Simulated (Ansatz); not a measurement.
BaSnO3:
```yaml
crystal:
  lattice:
    - [4.17599, 0.00000, 0.00000]
    - [0.00000, 4.17599, 0.00000]
    - [0.00000, 0.00000, 4.17599]
  atoms:
    - { symbol: Ba, position: [0.50000, 0.50000, 0.50000] }
    - { symbol: Sn, position: [0.00000, 0.00000, 0.00000] }
    - { symbol: O, position: [0.00000, 0.50000, 0.00000] }
    - { symbol: O, position: [0.50000, 0.00000, 0.00000] }
    - { symbol: O, position: [0.00000, 0.00000, 0.50000] }
```

Relaxed with PBE. Special points in fractions of this cell's reciprocal vectors: Γ (0.000, 0.000, 0.000); X (0.000, 0.500, 0.000); M (0.500, 0.500, 0.000); R (0.500, 0.500, 0.500).

Q: List the band energies nearest the valence-band maximum at these points for plane-wave PAW PBE (Ansatz code).

A: In eV from the valence-band maximum; about four levels below and three above (degenerate sets whole), none deeper than 8.9 eV; points with the same levels are listed once.

| k | below | above |
|---|---|---|
| Γ | -0.99 -0.99 -0.99 -0.49 -0.49 -0.49 | 0.48 4.96 4.96 |
| X | -1.08 -1.08 -0.97 -0.97 | 4.52 6.69 6.93 |
| M | -1.10 -1.10 -0.77 -0.05 | 6.39 7.63 7.80 |
| R | -0.75 -0.75 0.00 0.00 0.00 | 5.11 5.11 5.11 |

Space group Pm-3m (cubic perovskite). The cell was relaxed with PBE under the symmetry of its start. At this level the phase is dynamically unstable (imaginary phonons). Spin–orbit coupling is left out wherever it is not named.

Potentials: the later of the program's two PAW sets.
